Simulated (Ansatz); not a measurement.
I need a convergence test of the k-point mesh of SnS2, space group P-3m1. Use Ansatz's Python interface. Level of theory (first run): revPBE, PAW, cutoff 320 eV, 2×2×2 k-points, fixed occupations. The script varies mesh: (2, 2, 2), (3, 3, 2), (4, 4, 3), (6, 6, 3), (7, 7, 4), (9, 9, 5).

```
Sn S
1.0
     3.63900    0.00000    0.00000
    -1.81950    3.15147    0.00000
     0.00000    0.00000    5.86800
Sn S
1 2
Direct
  0.00000 0.00000 0.00000
  0.33333 0.66667 0.25000
  0.66667 0.33333 0.75000
```

Script `run_kconv.py`:
```python
"""k-point test for SnS2."""

from dataclasses import dataclass

import ansatz as az
import numpy as np
import pandas as pd


@dataclass(frozen=True)
class RunConfig:
    xc: str = "revpbe"
    ecut: int = 320
    smearing: str = "fixed"
    max_scf: int = 60


cfg = RunConfig()

vectors = np.array([
    [3.639, 0.0, 0.0],
    [-1.8195, 3.151466, 0.0],
    [0.0, 0.0, 5.868],
])
system = (
    az.Lattice.of(vectors)
    .atom("Sn", (0.0, 0.0, 0.0))
    .atom("S", (1 / 3, 2 / 3, 0.25))
    .atom("S", (2 / 3, 1 / 3, 0.75))
)

setup = (
    system.calculation()
    .functional(cfg.xc)
    .basis(cfg.ecut)
    .accuracy("medium")  # preset for grids and thresholds
    .occupations(cfg.smearing)  # whole-number filling, right only where there is a gap
    .initial_density(normalization="cell")
    .scf(max_iterations=cfg.max_scf, lower_state_search="off")
    .band_table()  # levels at the mesh points
)

rows = []
for value in [(2, 2, 2), (3, 3, 2), (4, 4, 3), (6, 6, 3), (7, 7, 4), (9, 9, 5)]:
    data = setup.kpoints(mesh=value).run(threads=1).report
    rows.append((value, data["free_energy_ev"] / len(data["lattice"]["sites"]), data["n_iterations"], data["gap_by_band_count_ev"], data["n_kpoints"]))

table = pd.DataFrame(rows, columns=["mesh", "F/atom (eV)", "iterations", "gap by band count (eV)", "k-points"])
print(table.round(5).to_string(index=False))

# the last row is the reference
for row in rows[:-1]:
    shift = 1000 * (row[1] - rows[-1][1])
    print(f"{row[0]}: {shift:+.2f} meV/atom" + ("  (within 5 meV)" if abs(shift) < 5 else ""))
```

```console
$ python run_kconv.py
DeckWarning: basis.ecutwfc = 320 eV is below the records' recommended 420 eV, and the density's cutoff is lower with it unless basis.ecutrho_ratio is high enough to keep the records' density cutoff: compare with a run at a higher cutoff
     mesh  F/atom (eV)  iterations  gap by band count (eV)  k-points
(2, 2, 2)  -2612.95856           8                 1.54395         4
(3, 3, 2)  -2613.36231           8                 1.94966         6
(4, 4, 3)  -2613.43958           8                 1.49071         9
(6, 6, 3)  -2613.46158           8                 1.49574        17
(7, 7, 4)  -2613.46379           8                 1.51994        28
(9, 9, 5)  -2613.46435           8                 1.50326        50
(2, 2, 2): +505.79 meV/atom
(3, 3, 2): +102.04 meV/atom
(4, 4, 3): +24.78 meV/atom
(6, 6, 3): +2.77 meV/atom  (within 5 meV)
(7, 7, 4): +0.56 meV/atom  (within 5 meV)
```
(Warnings from the package without file and line.)

From 6×6×3 on it stays within 5 meV an atom of the value at 9×9×5; the first row (2×2×2) is off by 505.8 meV and the last but one by 0.56 meV.

What to keep in mind:
- The cutoff lies under the one recommended for these potentials.
- Along an axis with an odd division the mesh misses the point at one half; a gap read on a finite mesh is an upper bound on this functional's gap.
- Semilocal gaps usually lie well under measured ones.
- The structure is a deposited one; some such entries were measured under pressure or heat, so a shift against it needn't be the functional's error alone.
- Gaps and levels are Kohn-Sham values on a finite set of k-points, without spin-orbit coupling.
- Shifts are counted from the finest mesh, which is itself no proven limit.
- Wall time of the script: 6.4 s on 1 thread of Arm Neoverse V2, with other jobs on the host, peak memory 0.41 GiB.
